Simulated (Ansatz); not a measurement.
## Molecular dynamics of WC

input.yaml

```yaml
crystal:
  lattice:
    - [-2.971394, -5.146606, 0.0]
    - [4.457091, -2.573303, 0.0]
    - [0.0, 0.0, 5.838732]
  atoms:
    - { symbol: W, position: [0.7615159, 0.53876796, 0.03147504] }
    - { symbol: C, position: [0.46782844, 0.70870734, 0.23586854] }
    - { symbol: W, position: [0.7181141, 0.53913647, 0.51611463] }
    - { symbol: C, position: [0.57985288, 0.74996425, 0.77641678] }
    - { symbol: W, position: [0.498665, 0.04999727, -0.01367958] }
    - { symbol: C, position: [0.24933396, 0.18033515, 0.22722074] }
    - { symbol: W, position: [0.51366077, 0.01798694, 0.48857117] }
    - { symbol: C, position: [0.26286337, 0.15851144, 0.72757093] }
    - { symbol: W, position: [0.21837284, 0.51209645, -0.01139018] }
    - { symbol: C, position: [-0.00723574, 0.71247901, 0.26070446] }
    - { symbol: W, position: [0.21976907, 0.55556643, 0.46656001] }
    - { symbol: C, position: [0.03387698, 0.70422089, 0.78208858] }
    - { symbol: W, position: [0.00138131, 0.04351732, 0.01017406] }
    - { symbol: C, position: [0.78412904, 0.20226154, 0.27310829] }
    - { symbol: W, position: [-0.01987499, 0.00376068, 0.49380337] }
    - { symbol: C, position: [0.7577925, 0.18907992, 0.77000061] }
basis:
  ecutwfc: 420.0
kpoints:
  mp_grid: { grid: [2, 2, 2] }
hamiltonian:
  xc: pbe
  pseudopotentials: { kind: paw, azcp: { folder: soft_1 } }
scf:
  occupations: { method: fermi_dirac, width: 0.24 }
  lower_state_search: "off"
md:
  timestep: 1.5
  n_steps: 260
  ensemble: nvt_langevin
  temperature: 2240.0
  initial_velocities: maxwell_boltzmann
  seed: 750027
  friction: 0.02
  temperature_schedule:
    - { n_steps: 195, end_temperature: 300.0 }
    - { n_steps: 65, end_temperature: 300.0 }
```

Command:

```bash
$ ansatz run input.yaml --threads 1 --pin off --max-ram 3072MiB --backend cpu --events-out ev --progress --plain --runs-dir out
```

It goes on from the last frame of an earlier run, with new velocities.

Output, in part (step lines):

```
md step     0: t =     0.00 fs  T =  2100.0 K (target 2240.0 K)  F+E_penalty+E_count = -85089.91830011 eV  E_kin = 4.343136 eV  (9 SCF iters)
md step     1: t =     1.50 fs  T =  2675.3 K (target 2235.0 K)  F+E_penalty+E_count = -85089.78338578 eV  E_kin = 5.532966 eV  (7 SCF iters)
md step     2: t =     3.00 fs  T =  2738.5 K (target 2225.1 K)  F+E_penalty+E_count = -85089.68496197 eV  E_kin = 5.663590 eV  (7 SCF iters)
md step     3: t =     4.50 fs  T =  2687.6 K (target 2215.1 K)  F+E_penalty+E_count = -85089.61342227 eV  E_kin = 5.558341 eV  (7 SCF iters)
md step     4: t =     6.00 fs  T =  2553.9 K (target 2205.2 K)  F+E_penalty+E_count = -85089.57246169 eV  E_kin = 5.281789 eV  (7 SCF iters)
md step     5: t =     7.50 fs  T =  2619.6 K (target 2195.2 K)  F+E_penalty+E_count = -85089.66509957 eV  E_kin = 5.417818 eV  (6 SCF iters)
md step     6: t =     9.00 fs  T =  2525.0 K (target 2185.3 K)  F+E_penalty+E_count = -85089.89226139 eV  E_kin = 5.222003 eV  (6 SCF iters)
md step     7: t =    10.50 fs  T =  2826.8 K (target 2175.3 K)  F+E_penalty+E_count = -85090.20923165 eV  E_kin = 5.846350 eV  (6 SCF iters)
[... lines left out ...]
md step   259: t =   388.50 fs  T =   301.2 K (target 300.0 K)  F+E_penalty+E_count = -85095.55446566 eV  E_kin = 0.622992 eV  (5 SCF iters)
md step   260: t =   390.00 fs  T =   272.2 K (target 300.0 K)  F+E_penalty+E_count = -85095.56811664 eV  E_kin = 0.562930 eV  (6 SCF iters)
```

The steps, from the saved trajectory:

| time (fs) | T (K) | potential energy less start (eV) |
| --- | --- | --- |
| 0 | 2100 | 0.000 |
| 12 | 3011 | -0.696 |
| 24 | 3030 | -2.826 |
| 36 | 2439 | -1.074 |
| 48 | 2246 | -1.102 |
| 60 | 1976 | -0.708 |
| 72 | 1896 | -1.048 |
| 84 | 2119 | -1.728 |
| 96 | 1889 | -2.448 |
| 108 | 2115 | -2.554 |
| 120 | 1436 | -2.152 |
| 132 | 1259 | -2.265 |
| 144 | 1570 | -3.552 |
| 156 | 1174 | -3.186 |
| 168 | 1064 | -3.736 |
| 180 | 1229 | -4.521 |
| 192 | 1416 | -4.690 |
| 204 | 1147 | -4.817 |
| 216 | 862 | -4.544 |
| 228 | 822 | -4.537 |
| 240 | 678 | -4.116 |
| 252 | 951 | -4.913 |
| 264 | 646 | -4.825 |
| 276 | 877 | -5.370 |
| 288 | 680 | -5.265 |
| 300 | 630 | -5.271 |
| 312 | 517 | -5.507 |
| 324 | 455 | -5.221 |
| 336 | 416 | -5.414 |
| 348 | 440 | -5.516 |
| 360 | 331 | -5.300 |
| 372 | 404 | -5.607 |
| 384 | 291 | -5.608 |

The run went to its last step. The schedule's set-point averaged 463 K over the second half and the system 642 K, so it lags behind the ramp. A run of 0.39 ps of so small a system gives no equilibrium averages. Limits of this set-up: coarse k mesh.

Mean squared displacements from the first frame to the last, about the centre of mass: W 0.05 Å², C 0.11 Å².

Last frame:

```xyz
16
Lattice="-2.9714 -5.1466 0.0000 4.4571 -2.5733 0.0000 0.0000 0.0000 5.8387" Properties=species:S:1:pos:R:3
W 0.219 -5.207 0.179
C 1.705 -4.374 1.731
W 0.165 -5.235 3.137
C 1.706 -4.361 4.610
W -1.332 -2.693 0.192
C 0.164 -1.834 1.700
W -1.268 -2.628 3.173
C 0.287 -1.943 4.656
W 1.667 -2.692 0.282
C 3.116 -1.826 1.700
W 1.692 -2.733 3.155
C 3.201 -1.834 4.584
W 0.195 -0.057 0.220
C -1.227 -4.348 1.684
W 0.215 -0.142 3.118
C -1.388 -4.425 4.656
```

Time of the run: 26 min on 1 thread of Arm Neoverse V1, on a shared host, peak memory 0.6 GiB.
